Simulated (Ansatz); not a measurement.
# Al3Cu: the cost of one run

Computed with Ansatz 0.2.0 (DFT r2SCAN, scalar-relativistic, plane waves, PAW, unless a step's input says otherwise).

2 further runs of the same task are left out: 2 set aside as unsound or not needed.

## Step 1: The system as given

The structure is tetragonal, space group P4/mmm (No. 123). Conventional cell: a = 2.774 Å, b = 2.774 Å, c = 7.592 Å, α = 90.00°, β = 90.00°, γ = 90.00°. Al (site symmetry 4/mmm) has 12 Al at 2.77 to 2.88 Å in its first shell of neighbours. Al (site symmetry 4mm) has 4 Cu at 2.59 Å and 8 Al at 2.77 to 2.88 Å in its first shell of neighbours. Around Cu (site symmetry 4/mmm) lie 8 Al at 2.59 Å and 4 Cu at 2.77 Å.

Coordinates:

```cif
data_structure
_symmetry_space_group_name_H-M 'P4/mmm'
_symmetry_Int_Tables_number 123
_cell_length_a 2.7738
_cell_length_b 2.7738
_cell_length_c 7.5919
_cell_angle_alpha 90.000
_cell_angle_beta 90.000
_cell_angle_gamma 90.000
_cell_volume 58.41
loop_
_atom_site_label
_atom_site_type_symbol
_atom_site_symmetry_multiplicity
_atom_site_Wyckoff_symbol
_atom_site_fract_x
_atom_site_fract_y
_atom_site_fract_z
_atom_site_occupancy
Al1 Al 1 b 0.00000 0.00000 0.50000 1
Al2 Al 2 h 0.50000 0.50000 0.22264 1
Cu1 Cu 1 a 0.00000 0.00000 0.00000 1
```

It goes back to an entry of the Materials Project, which need not be the stable form.

It is the result of an earlier relaxation at this level (volume 14.60 Å³/atom; gap on the mesh: none (metal)).

The unstrained cell comes from an earlier run at this level (4 atoms, E(σ→0) -8252.8567 eV, gap none (metal)).

## Step 2: The cell strained by -1.0 %

The input, input.yaml:

```yaml
crystal:
  lattice:
    - [2.7737808625, 0.0, 0.0]
    - [0.0, 2.7737808625, 0.0]
    - [0.0, 0.0, 7.5159444875]
  atoms:
    - { symbol: Al, position: [0.0, 0.0, 0.5] }
    - { symbol: Al, position: [0.5, 0.5, 0.222643] }
    - { symbol: Al, position: [0.5, 0.5, 0.777357] }
    - { symbol: Cu, position: [0.0, 0.0, 0.0] }
basis:
  ecutwfc: 500
kpoints:
  mp_grid: { grid: [18, 18, 8] }
hamiltonian:
  xc: r2scan
scf:
  occupations: { method: gaussian, width: 0.1 }
output:
  forces: true
  stress: true
  eigenvalues: true
relax:
  adjacent_minimum: "off"
  f_tol: 0.008
  max_steps: 40
```

On the command line:

```sh
$ ansatz run input.yaml --threads 1 --pin off --max-ram 2560MiB --backend cpu --events-out ev --progress --plain --runs-dir out
```

What time and memory should one allow on 1 thread of AMD EPYC (Zen 3), shared host?

About 3.7 min, with a peak of 0.75 GiB.
